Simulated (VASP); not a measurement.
# Settings for LiH: relaxation of the cell

LiH, P1 (no. 1), 2 atoms in the cell. PBE, relaxation of the cell; PAW potentials Li_sv, H (PBE set). VASP 6.6.1.

Wanted: cell lengths a, b, c within 0.2 %; volume within 0.4 %.

The series start from Relaxations run in a row: 2; Cutoff ENCUT (eV): 700; Force threshold EDIFFG (eV/Å): -0.01; Relaxation method: conjugate gradient, POTIM 0.5; Precision mode: Accurate. Each series keeps the choices made before it, and each single choice may use up half of a tolerance. Times cover all steps of a run.

## Relaxations run in a row

| Relaxations run in a row | Cell lengths a, b, c, largest deviation against the largest value | Volume (Å³/atom) | Time (s) |
|---|---|---|---|
| 1 | 0 % | 8.001 | 32 |
| 2 | 0 % | 8.001 | 36 |
| 3 (reference) | 0 % | 8.001 | 40 |

Chosen: 1, the loosest value from which every tighter one stays within half of the tolerance.

## Cutoff ENCUT (eV)

| Cutoff ENCUT (eV) | Cell lengths a, b, c, largest deviation against the largest value | Volume (Å³/atom) | Time (s) |
|---|---|---|---|
| 400 | 1.3 % | 7.725 | 15 |
| 450 | 0.39 % | 7.939 | 16 |
| 500 | 0.076 % | 8.006 | 17 |
| 550 | 0.13 % | 7.989 | 18 |
| 600 | 0.18 % | 7.978 | 18 |
| 700 | 0.08 % | 8.001 | 32 |
| 800 | 0.012 % | 8.022 | 35 |
| 900 (reference) | 0 % | 8.019 | 44 |

Chosen: 800.

## Force threshold EDIFFG (eV/Å)

| Force threshold EDIFFG (eV/Å) | Cell lengths a, b, c, largest deviation against the largest value | Volume (Å³/atom) | Time (s) |
|---|---|---|---|
| -0.05 | 0.86 % | 8.205 | 20 |
| -0.02 | 0.1 % | 8.022 | 28 |
| -0.01 | 0.13 % | 8.022 | 35 |
| -0.005 | 0.063 % | 8.023 | 33 |
| -0.002 (reference) | 0 % | 8.025 | 35 |

Chosen: -0.005.

## Relaxation method

| Relaxation method | Cell lengths a, b, c, largest deviation against the largest value | Volume (Å³/atom) | Time (s) |
|---|---|---|---|
| conjugate gradient, POTIM 0.5 | 0 % | 8.023 | 33 |
| conjugate gradient, POTIM 0.2 | 0.02 % | 8.021 | 33 |
| conjugate gradient, POTIM 1.0 | 0.017 % | 8.024 | 31 |
| quasi-Newton, POTIM 0.5 | 0.017 % | 8.023 | 27 |
| quasi-Newton, POTIM 0.5, at least 5 electronic steps | 0.017 % | 8.023 | 28 |
| velocity quench, POTIM 0.1 | refused | refused | 39 |

Chosen: conjugate gradient, POTIM 0.5; no other choice that stays within half of the tolerance saves 30 % of the time.

VASP's message at the runs that stop: IBZKPT: not all point group operations associated with the symmetry operators of the crystalline lattice are members of the point group of the reciprocal lattice.

## Precision mode

| Precision mode | Cell lengths a, b, c, largest deviation against the largest value | Volume (Å³/atom) | Time (s) |
|---|---|---|---|
| Accurate | 0 % | 8.023 | 33 |
| Normal | 0.0018 % | 8.024 | 17 |
| High | 0.0042 % | 8.024 | 31 |

Chosen: Normal, the fastest of those that stay within half of the tolerance.

## All choices together

| Input | Cell lengths a, b, c, largest deviation against the largest value | Volume (Å³/atom) | Time (s) |
|---|---|---|---|
| EDIFF and PREC left to the program (naive) | 0.076 % | 8.011 | 18 |
| chosen settings | 0.055 % | 8.024 | 17 |
| reference settings throughout | 0 % | 8.025 | 56 |

The tolerance is met.

Values of the reference run: Cell lengths a, b, c: 2.831, 2.832, 2.831 Å.

## The input

INCAR.step1:
```
SYSTEM = LiH
PREC = Normal ; ENCUT = 800
EDIFF = 1E-7 ; ISMEAR = 0
SIGMA = 0.05 ; LREAL = .FALSE.
LASPH = .TRUE. ; NELM = 100
ALGO = Normal ; LWAVE = .FALSE.
LCHARG = .FALSE. ; IBRION = 2
NSW = 60 ; ISIF = 3
EDIFFG = -0.005 ; POTIM = 0.5
KPAR = 4
```

INCAR.step2, as INCAR.step1 but for:
```
- IBRION = 2
- NSW = 60
- ISIF = 3
- EDIFFG = -0.005
- POTIM = 0.5
+ NSW = 0
+ ISIF = 2
```

KPOINTS:
```
k-points
0
Gamma
  8 8 8
```

POSCAR.step1:
```
LiH
1.0
   -0.0085730000      2.1120610000      2.0985840000
    2.0827350000      0.0068030000      2.0832080000
    2.0793080000      2.0932580000      0.0102300000
Li H
1 1
Direct
   -0.0078590000      0.0068740000      0.0071470000
    0.5078590000      0.4931260000      0.4928530000
```

POSCAR.step2:
```
LiH
1.0
    0.0000457775      2.0000450047      2.0018382208
    2.0038458222      0.0000042771      2.0019177921
    2.0039196741      2.0001447899     -0.0000983748
Li H
1 1
Direct
    0.9999610925      0.0000195625      0.9999971460
    0.5000389075      0.4999804375      0.5000028540
```

Commands (each step's output is kept before the next begins):
```
cat potpaw_PBE.64/Li_sv/POTCAR potpaw_PBE.64/H/POTCAR > POTCAR
cp INCAR.step1 INCAR
cp POSCAR.step1 POSCAR
mpirun -np 4 vasp_std > vasp.out
cp CONTCAR POSCAR
cp INCAR.step2 INCAR
cp POSCAR.step2 POSCAR
mpirun -np 4 vasp_std > vasp.out
```

The naive input happens to agree within the tolerance here, in 18 s.

Limits: the start was distorted on purpose (volume up by 6 %, random strain, atoms moved at random), so the space group given is the start's and not the crystal's.

The chosen input took VASP 6.6.1 17 s on 4 cores (Intel Xeon 6975P-C (Granite Rapids)), a shared host.

## An input that fails: cell relaxed at a low cutoff

It runs to its end, but against the unchanged starting input it is off by 2.6 % in the cell lengths a, b, c, 7.4 % in the volume.

Changes against the starting input:
```
(all steps)
- PREC = Accurate
- ENCUT = 700
+ PREC = Low
+ ENCUT = 400
(POSCAR.step3)
-    0.0000179613      1.9964079528      1.9996080147
-    2.0037182428     -0.0000887867      1.9997525349
-    2.0039217888      1.9967039858     -0.0003207903
+    0.0000626366      1.9500493503      1.9501250109
+    1.9502862457      0.0008151609      1.9493943069
+    1.9501703935      1.9491640788      0.0009092879
-    0.9997128026      0.0002608082      0.0002344537
-    0.5002871974      0.4997391918      0.4997655463
+    0.9999474577      0.0000191798      0.0000060386
+    0.5000525423      0.4999808202      0.4999939614
```
